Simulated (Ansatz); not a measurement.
## SnO: one atom moved along a line

All numbers below come from DFT PBEsol, scalar-relativistic, plane waves, PAW in Ansatz. Settings: plane waves to 420 eV, k-mesh 10×10×4 (Γ-centred), Gaussian smearing 0.15 eV. No spin polarisation. Energies are free energies at this smearing, counted from the undisturbed cell; pressure is positive in compression.

The starting cell (relaxed at this level):

```
Sn O
1.0
     2.69046   -2.69048    0.00000
     2.69046    2.69048    0.00000
     0.00000    0.00000    9.49482
Sn O
4 4
Direct
  0.99919 0.00081 0.99986
  0.00081 0.99919 0.49986
  0.50081 0.49919 0.25714
  0.49919 0.50081 0.75714
  0.00078 0.49922 0.37850
  0.99922 0.50078 0.87850
  0.50078 0.99922 0.37850
  0.49922 0.00078 0.87850
```

Atom 5 (O) is moved by x along the Cartesian unit vector (-0.605, -0.605, 0.518); the cell and all other atoms stay fixed. The cell is metallic on the mesh throughout.

| x (Å) | ΔE (meV/cell) | force along x on the moved atoms (eV/Å) | pressure (GPa) |
| --- | --- | --- | --- |
| -0.6000 | ? | ? | 2.5 |
| -0.2000 | 132.0 | 1.21 | 0.4 |
| 0.0000 | 0.0 | 0.00 | 0.0 |
| 0.4000 | 1095.5 | -7.34 | 3.7 |

(1) Give the withheld values.

Answers

(1) ΔE (meV/cell) at x (Å) = -0.6000: 892.0; force along x on the moved atoms (eV/Å) at x (Å) = -0.6000: 2.40.